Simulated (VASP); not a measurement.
# O2H2: single point with LDA

The system is O2H2, in a box.

```
O H
1.0
    12.92245    0.00000    0.00000
     0.00000   13.42245    0.00000
     0.00000    0.00000   13.92245
O H
2 2
Direct
  0.50014 0.52461 0.54689
  0.49979 0.47950 0.44990
  0.49879 0.46310 0.58450
  0.50118 0.54100 0.41230
```

```yaml
Program: VASP 6.6.1
Task: single point
Functional: LDA
Potentials_or_basis: VASP PAW LDA potentials, release 64 (O, H)
Cutoff: 400 eV
k_mesh: 1 × 1 × 1
Occupations: gaussian, width 0.01 eV
Spin: no spin polarisation
Further_INCAR_settings: ALGO = Fast; EDIFF = 1e-06; ISYM = 0
```

```json
{"Largest force": "0.796 eV/Å", "Gap between the frontier levels": "3.92 eV"}
```

Forces in eV/Å, atoms in the order of the input:
```
O    0.000 -0.181 -0.772
O   -0.001  0.173  0.777
H   -0.003 -0.121  0.060
H    0.003  0.128 -0.065
```

Levels at points of the mesh, in eV from the valence-band top:
```tsv
k point	band 5	band 6	band 7	band 8	band 9	band 10
(0.00, 0.00, 0.00)	-3.69	-3.11	0.00	3.92	5.10	6.07
```

Wall time 11 s on 4 MPI ranks on Intel(R) Xeon(R) 6975P-C (Granite Rapids), with other jobs on the host, peak memory 0.4 GiB a rank.

 As with any semilocal functional, this LDA gap is likely too small.
